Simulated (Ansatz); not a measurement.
**LiBr (Fm-3m): G0W0 under other settings**

Aim: change settings of a G0W0 run on LiBr (Fm-3m) and see what moves.

Method: G0W0 on PBE, plane waves, PAW; PAW set soft_1, in Ansatz 0.2.0.

**1. The structure**

Symmetry: Fm-3m, No. 225, cubic system. The conventional cell has a = 5.501 Å, b = 5.501 Å, c = 5.501 Å, α = 90.00°, β = 90.00°, γ = 90.00°. Nearest to Li lie 6 Br at 2.75 Å. Br has 6 Li at 2.75 Å nearest. Farther neighbours and most contacts between anions are not listed.

The cell and positions come from the Crystallography Open Database and are kept as given unless a step says otherwise.

**2. The base run: 4×4×4 mesh, 124 empty bands, screening to 120 eV, PAW set soft_1 files**

Now the one-shot GW correction: screening in the RPA, then the self-energy of the levels asked for. This step takes PAW set soft_1 files.

Contents of input.yaml:

```yaml
crystal:
  lattice:
    - [0.0, 2.75065, 2.75065]
    - [2.75065, 0.0, 2.75065]
    - [2.75065, 2.75065, 0.0]
  atoms:
    - { symbol: Li, position: [0.0, 0.0, 0.0] }
    - { symbol: Br, position: [0.5, 0.5, 0.5] }
kpoints:
  mp_grid: { grid: [4, 4, 4] }
hamiltonian:
  xc: pbe
  pseudopotentials: { kind: paw, azcp: { folder: soft_1 } }
scf:
  occupations: { method: fixed }
gw:
  n_empty_bands: 124
  ecut_chi: 120
  qp_bands: [v2, c2]
  qp_kpoints: band_edges
  screening: { model: contour_deformation }
```

Launch:

```console
> ansatz run input.yaml --threads 24 --pin off --max-ram 82944MiB --backend cuda --events-out ev --progress --plain --runs-dir out --devices 1 --max-vram 78GiB
```

Numbers of over 12 decimals in the logs are rounded to 6 here.

Log:

```text
GPUs: using 1 of 1 available (devices: 1).
Engine: ansatz 0.2.0, aarch64-unknown-linux-gnu
Pseudopotentials: kind: paw
Pseudopotential: Li, paw, valence charge 3, recommended cutoff 420 eV (normal), soft_1/Li.paw.azcp
Pseudopotential: Br, paw, valence charge 7, recommended cutoff 420 eV (normal), soft_1/Br.paw.azcp
Functional definition: PBE
  parameter kappa = 0.804
  parameter beta = 0.066725
  exchange = pbe_x(kappa = kappa, mu = beta*pi^2/3)
  correlation = pbe_c(beta = beta)
device memory: the entry about to start is reckoned to put 1.7 GiB on a device that reports 165.4 GiB free (of which the cap on the GPU budget leaves the run 78.0 GiB)
GPU FFT provider: cuFFT
GPU libraries: cuBLAS 13.8.1, cuFFT 12.4.0, cuSOLVER 12.3.2
GPU matrix products: emulated (plane waves: as basis.precision tells), large ones in fixed point in workspaces of 1.00 GiB
Crystal: 2 atoms, lattice volume = 41.623 Å³
Basis set: ecut = 420 eV, 869 PW (Γ)
Bands: 9, of which v1, the nominal top of the filled ones, is band 5 counted from 1 (4 counted from 0)
Symmetry: 48 space group operations
Space group: Fm-3m (ITA 225), of the structure as read, at distance tolerance 3.5e-5 Å
k-points: 8 of 64
Non-local potential: Li, projectors of the file, l = 0: 3, l = 1: 2, l = 2: 1
Non-local potential: Br, projectors of the file, l = 0: 2, l = 1: 2, l = 2: 2
PAW form: soft (Blöchl's): semilocal exchange-correlation on the pseudo side does not see the compensation charge
PAW one-centre angular grid: Li, 110 points (default); XC on 96 Gauss nodes
PAW one-centre angular grid: Br, 110 points (default); XC on 64 Gauss nodes
Initial density: superposition of atomic densities (chi_scale 0.1, normalization cell, long waves kept (reshape's long-wave potential 0.00 eV rms))
Initial wavefunctions: pseudopotential atomic-orbital guess
GPU buffer pool allocated for 19683 grid points (all kernels)
GPU transforms: local potential and band sums: pruned to the plane-wave sphere, on 25×25×25
Functional: x = pbe(κ = 0.804, μ = 0.219515), c = pbe(β = 0.066725)
SCF iter   1: F=—  HF=-2990.960775 eV  |F-HF|=—  |Δ(HF+E_count)|=         —  Δρ=2.40e-2  dr2=1.73e-1  ethr=3.10e-3  ⟨swp⟩=4.5  Hψ=395  notcnv=0  defer=6
preconditioner: auto → none  [insulator: Δε(μ)=4.559 eV  Ē_g=12.583 eV  n_scr=8 (ndim 8)  ℏωp=16.3 eV  f_vac=0.000  ε∞_Penn≈2.7]
SCF iter   2: F=—  HF=-2990.957054 eV  |F-HF|=—  |Δ(HF+E_count)|=   3.72e-3  Δρ=1.14e-2  dr2=3.53e-2  ethr=1.73e-3  ⟨swp⟩=2.0  Hψ=159  notcnv=0  defer=9
SCF iter   3: F=—  HF=-2990.962685 eV  |F-HF|=—  |Δ(HF+E_count)|=   5.63e-3  Δρ=1.52e-3  dr2=6.86e-4  ethr=3.53e-4  ⟨swp⟩=3.0  Hψ=133  notcnv=0  defer=11
SCF iter   4: F=—  HF=-2990.962980 eV  |F-HF|=—  |Δ(HF+E_count)|=   2.94e-4  Δρ=2.77e-4  dr2=3.63e-5  ethr=6.86e-6  ⟨swp⟩=2.2  Hψ=119  notcnv=0  defer=12
[...]
E_xc         = -206.650239
  E_vxc        = -121.444383  (∫ρ·V_xc dr)
  E_paw        = -2337.628519  (= ΣΔE_a)
  E_vpaw       = -22.576369  (= ΣTr[D̂ρ^β])
  E_aug_tail   = 0.000252  (compensation charges beyond the density's cutoff)
  E_ewald      = -407.925104
  E_smearing   = -0.000000  (= −TS)
  E_closure    = 0.000000  (closes the sum)
  Σ components = -2990.963020   (vs F -2990.963020, Δ=0.00e0)
--- Band table (eV; the first three rows and the last of 8) ---
  k-point 0: bands = ["-42.3476", "-11.3737", "2.0571", "2.0571", "2.0571", "6.9927", "12.5654", "12.5654", "12.5654"]
  k-point 1: bands = ["-42.3471", "-11.1501", "0.3822", "1.9190", "1.9190", "8.0235", "11.2512", "11.2512", "11.7920"]
  k-point 2: bands = ["-42.3466", "-10.9024", "-0.8223", "1.7958", "1.7958", "7.6798", "10.1608", "10.1608", "13.8097"]
  k-point 7: bands = ["-42.3462", "-10.7167", "-0.0815", "-0.0815", "0.9176", "10.0645", "10.6228", "11.5075", "11.5075"]
--- G₀W₀: contour deformation, 6 samples at zero and on the imaginary axis and 2 off it, 64 q-points, 124 empty bands' worth ---
  eigenvalues of the whole cell's RPA ε∞ on this k-mesh (on a slab, of 1 + 4πα/V) = 3.3247, 3.3247, 3.3247; static W/v taken at q = 0 is 0.300780
  bands read: the sum over 129 bands ends inside a degenerate multiplet in 1 slot, whose members it reads at an even weight; the widest, k=0: bands 128 to 130 (counted from 1) at 2/3 each
  gw.qp_kpoints: band_edges: 7 of 8 stored k-points solved, in 1 pass; an edge of the gap read off the rows below is read off those points alone
    valence top: of the k-points left out ik 7 came nearest to being solved in a further pass, in band 5 (counted from 1, as in the quasiparticle table): it holds the edge there only if its correction is more favourable than any solved in that band by at least 1.140 eV; those differ by 0.137 eV
    conduction bottom: of the k-points left out ik 7 came nearest to being solved in a further pass, in band 6 (counted from 1, as in the quasiparticle table): it holds the edge there only if its correction is more favourable than any solved in that band by at least 3.044 eV; those differ by 0.139 eV
    ik  band        ε_KS         Σx   Σc(E_QP)       V_xc       Z   E_QP_lin       E_QP  E_QP is
     0     4      2.0571   -19.9210     2.1664   -16.2619  0.7990     0.5401     0.5645  root
     0     5      2.0571   -19.9210     2.1664   -16.2619  0.7990     0.5401     0.5645  root
     0     6      6.9927    -6.1702    -3.5888   -10.3937  0.8350     7.6308     7.6274  root
     0     7     12.5654    -4.3730    -3.9730    -9.0818  0.8209    13.3075    13.3012  root
     1     4      1.9190   -19.8281     2.1971   -16.1181  0.7983     0.3807     0.4062  root
     1     5      1.9190   -19.8281     2.1971   -16.1181  0.7983     0.3807     0.4062  root
     1     6      8.0235    -5.5131    -3.6533    -9.8299  0.8329     8.6908     8.6869  root
     1     7     11.2512    -3.8139    -4.0196    -8.6466  0.8220    12.0719    12.0643  root
[...]
6     4      0.9207   -18.8295     2.4211   -14.7787  0.7922    -0.7426    -0.7090  root
     6     5      0.9207   -18.8295     2.4211   -14.7787  0.7922    -0.7426    -0.7090  root
     6     6      8.2933    -4.9657    -3.5993    -9.2219  0.8320     8.9540     8.9501  root
     6     7      9.1702    -3.8944    -3.5087    -7.9124  0.8370     9.6818     9.6795  root
[key lines of the parts left out:]
SCF converged after 6 iterations
Free energy (F): -2990.963020 eV
Fermi energy:    2.057130 eV
```

It took 1.9 s on 1 × NVIDIA GB200 (shared by 2 runs) with 24 threads of Arm Neoverse V2, shared host; peak memory 1.1 GiB; 4.2 s of CPU time.

Numbers from this step:

| Property | Result |
| --- | --- |
| bands summed | 129 |
| RPA ε∞ on this mesh (eigenvalues) | 3.325, 3.325, 3.325 |
| plane waves in the screening matrix | 137 |
| q-points in the mesh | 64 |
| G0W0 gap on the mesh | 7.063 eV |
| k of the valence top | 0, 0, 0 |
| k of the conduction bottom | 0, 0, 0 |
| starting gap on the mesh | 4.936 eV |
| Z at the valence top | 0.7990 |
| Z at the conduction bottom | 0.8350 |
| least direct G0W0 gap on the computed points | 7.063 eV |

The gap on the mesh goes from 4.94 eV to 7.06 eV, a correction of +2.13 eV. Between the two edge states, bare exchange in place of the xc potential would open the gap by 7.88 eV, and correlation takes back 5.76 eV.

**3. Variant: norm-conserving files, smooth pair densities**

This step: G0W0 on PBE, plane waves, norm-conserving pseudopotentials.

input.yaml, the sections that differ from step 2:

```yaml
hamiltonian:
  xc: pbe
  pseudopotentials: { kind: nc }
gw:
  n_empty_bands: 67
  ecut_chi: 80
  qp_bands: [v2, c2]
  qp_kpoints: band_edges
  screening: { model: contour_deformation }
  pair_densities: pseudo
# crystal, kpoints, scf: as in step 2
```

Log:

```text
GPUs: using 1 of 1 available (devices: 1).
[...]
GPU FFT provider: cuFFT
GPU libraries: cuBLAS 13.8.1, cuFFT 12.4.0, cuSOLVER 12.3.2
[...]
Crystal: 2 atoms, lattice volume = 41.623 Å³
Basis set: ecut = 1034.032677 eV, 3143 PW (Γ)
Bands: 9, of which v1, the nominal top of the filled ones, is band 5 counted from 1 (4 counted from 0)
[... 1 set-up line as in the run before ...]
[...]
k-points: 8 of 64
[...]
GPU buffer pool allocated for 91125 grid points (all kernels)
[...]
SCF iter   1: F=—  HF=-732.959849 eV  |F-HF|=—  |Δ(HF+E_count)|=         —  Δρ=2.93e-2  dr2=1.83e-1  ethr=3.10e-3  ⟨swp⟩=4.8  Hψ=457  notcnv=0  defer=11
[...]
SCF iter   6: F=-732.868898 eV  HF=-732.868898 eV  |F-HF|=1.85e-8  |Δ(HF+E_count)|=   2.31e-6  Δρ=8.16e-6  dr2=1.23e-8  ethr=1.00e-9  ⟨swp⟩=6.6  Hψ=441  notcnv=0
SCF 1 converged in 6 iterations: F = -732.868898 eV  dr2 = 1.23e-8
[...]
NSCF: frozen V_eff on 8 k-points
[...]
G₀W₀ screening: q 1/8
[... further progress lines ...]
[...]
SCF converged after 6 iterations
Free energy (F): -732.868898 eV
[...]
Internal energy: -732.868898 eV  (E = F + TS)
E sigma→0 (E₀):  -732.868898 eV
Fermi energy:    2.017519 eV
[...]
--- Band table (eV; the first three rows and the last of 8) ---
[...]
0     4      2.0175   -16.8474     2.3483   -13.1795  0.8005     0.6792     0.6979  root
     0     5      2.0175   -16.8474     2.3483   -13.1795  0.8005     0.6792     0.6979  root
     0     6      6.9511    -4.2926    -3.5448    -8.4866  0.8354     7.6039     7.6003  root
     0     7     12.5280    -3.7185    -3.8724    -8.4106  0.8213    13.3557    13.3477  root
     1     4      1.8792   -16.8076     2.3767   -13.0896  0.7997     0.5183     0.5380  root
     1     5      1.8792   -16.8076     2.3767   -13.0896  0.7997     0.5183     0.5380  root
     1     6      7.9828    -4.0330    -3.5931    -8.3155  0.8333     8.6763     8.6721  root
     1     7     11.2125    -3.3607    -3.9413    -8.1866  0.8224    12.1062    12.0971  root
[...]
6     4      0.8814   -16.3030     2.5763   -12.2527  0.7934    -0.6196    -0.5925  root
     6     5      0.8814   -16.3030     2.5763   -12.2527  0.7934    -0.6196    -0.5925  root
     6     6      8.2539    -4.2036    -3.5466    -8.4818  0.8324     8.9903     8.9854  root
     6     7      9.1326    -3.4949    -3.4348    -7.5008  0.8373     9.7066     9.7037  root
```

It took 2 s on 1 × NVIDIA GB200 (shared by 2 runs) with 24 threads; peak memory 1.1 GiB.

The G0W0 gap on the mesh is 6.902 eV.

Against the base:

```tsv
setting	base	variant
files	PAW set soft_1	norm-conserving
empty bands	124	67
screening cutoff (eV)	120	80
pair densities	-	pseudo
```

```tsv
quantity	variant	base
starting gap on the mesh	4.934	4.936
G0W0 gap on the mesh	6.902	7.063
least direct G0W0 gap on the computed points	6.902	7.063
Z at the valence top	0.800	0.799
Z at the conduction bottom	0.835	0.835
```

**4. Variant: wavefunction cutoff**

This step: G0W0 on PBE, plane waves, PAW; PAW set soft_1.

input.yaml, the sections that differ from step 3:

```yaml
hamiltonian:
  xc: pbe
  pseudopotentials: { kind: paw, azcp: { folder: soft_1 } }
gw:
  n_empty_bands: 94
  ecut_chi: 100
  qp_bands: [v2, c2]
  qp_kpoints: band_edges
  screening: { model: contour_deformation }
basis:
  ecutwfc: 350
# crystal, kpoints, scf: as in step 3
```

Log:

```text
Warning: basis.ecutwfc = 350 eV is below the records' recommended 420 eV, and the density's cutoff is lower with it unless basis.ecutrho_ratio is high enough to keep the records' density cutoff: compare with a run at a higher cutoff
GPUs: using 1 of 1 available (devices: 1).
[...]
GPU FFT provider: cuFFT
GPU libraries: cuBLAS 13.8.1, cuFFT 12.4.0, cuSOLVER 12.3.2
[...]
Crystal: 2 atoms, lattice volume = 41.623 Å³
Basis set: ecut = 350 eV, 609 PW (Γ)
Bands: 9, of which v1, the nominal top of the filled ones, is band 5 counted from 1 (4 counted from 0)
[... 1 set-up line as in the run before ...]
[...]
k-points: 8 of 64
[...]
GPU buffer pool allocated for 13824 grid points (all kernels)
[...]
SCF iter   1: F=—  HF=-2990.959388 eV  |F-HF|=—  |Δ(HF+E_count)|=         —  Δρ=2.40e-2  dr2=1.75e-1  ethr=3.10e-3  ⟨swp⟩=4.5  Hψ=393  notcnv=0  defer=8
[...]
SCF iter   6: F=-2990.960925 eV  HF=-2990.960925 eV  |F-HF|=4.09e-9  |Δ(HF+E_count)|=   1.63e-7  Δρ=2.70e-6  dr2=2.68e-9  ethr=1.00e-9  ⟨swp⟩=5.0  Hψ=337  notcnv=0
SCF 1 converged in 6 iterations: F = -2990.960925 eV  dr2 = 2.68e-9
[...]
G₀W₀ screening: q 1/8
[... further progress lines ...]
[...]
SCF converged after 6 iterations
Free energy (F): -2990.960925 eV
[...]
Internal energy: -2990.960925 eV  (E = F + TS)
E sigma→0 (E₀):  -2990.960925 eV
Fermi energy:    2.056918 eV
[...]
--- Band table (eV; the first three rows and the last of 8) ---
[...]
0     4      2.0569   -19.9209     2.2609   -16.2628  0.7999     0.6387     0.6598  root
     0     5      2.0569   -19.9209     2.2609   -16.2628  0.7999     0.6387     0.6598  root
     0     6      6.9927    -6.1721    -3.5580   -10.3948  0.8352     7.6612     7.6574  root
     0     7     12.5656    -4.3729    -3.9367    -9.0820  0.8211    13.3449    13.3379  root
     1     4      1.9188   -19.8280     2.2901   -16.1190  0.7992     0.4778     0.4999  root
     1     5      1.9188   -19.8280     2.2901   -16.1190  0.7992     0.4778     0.4999  root
     1     6      8.0236    -5.5145    -3.6200    -9.8309  0.8331     8.7242     8.7199  root
     1     7     11.2510    -3.8136    -3.9895    -8.6468  0.8221    12.1028    12.0946  root
[...]
6     4      0.9205   -18.8294     2.5004   -14.7793  0.7929    -0.6593    -0.6292  root
     6     5      0.9205   -18.8294     2.5004   -14.7793  0.7929    -0.6593    -0.6292  root
     6     6      8.2927    -4.9657    -3.5779    -9.2223  0.8321     8.9755     8.9713  root
     6     7      9.1701    -3.8943    -3.4833    -7.9126  0.8371     9.7077     9.7052  root
```

It took 2.5 s on 1 × NVIDIA GB200 (shared by 2 runs) with 24 threads; peak memory 1.1 GiB; 3.7 s of CPU time.

The G0W0 gap on the mesh is 6.998 eV.

Against the base:

```tsv
setting	base	variant
empty bands	124	94
screening cutoff (eV)	120	100
typed cutoff	-	350
```

```tsv
quantity	variant	base
starting gap on the mesh	4.936	4.936
G0W0 gap on the mesh	6.998	7.063
least direct G0W0 gap on the computed points	6.998	7.063
Z at the valence top	0.800	0.799
Z at the conduction bottom	0.835	0.835
```

**5. Results**

* base: 7.06 eV, 1.9 s
* norm-conserving files, smooth pair densities: 6.90 eV, 2 s
* wavefunction cutoff: 7.00 eV, 2.5 s

In words: Norm-conserving files, smooth pair densities: the gap moves by −0.16 eV (the plane-wave cutoff goes from 420 to 1034.03 eV). The variant differs from the base in files, empty bands, screening cutoff and pair densities together, so the change can't be laid to one of them. Wavefunction cutoff: the gap moves by −0.07 eV (the plane-wave cutoff goes from 420 to 350 eV). The variant differs from the base in empty bands, screening cutoff and typed cutoff together, so the change can't be laid to one of them. All runs here use a coarse mesh and modest cutoffs; they test settings and are not final values. The 4×4×4 mesh is coarse for this cell (its supercell is 16 Å along the shortest edge). The RPA ε∞ on it, from the PBE start, is 3.32; such meshes misread the long-range screening, most where the gap is narrow. The many-body steps are scalar-relativistic: spin-orbit coupling is not in them.

[Paths, hosts, dates, memory and timing lines, banners, echoed tables and standing remarks are left out of the program output.]

[Logs are printed without paths, hosts, clocks, repeated set-up lines and the standing remarks that a program may print on its own settings, such as how far it seeks lower states.]

[Runs of the session that timed out or met a known fault of the program may be left out.]

[Cells called generated may have been cut or substituted from an entry of the Crystallography Open Database or the Materials Project.]

[Hosts, paths, dates, database ids (printed as entryN), source tags and the programs' standing remarks are cut or masked in the printed files.]
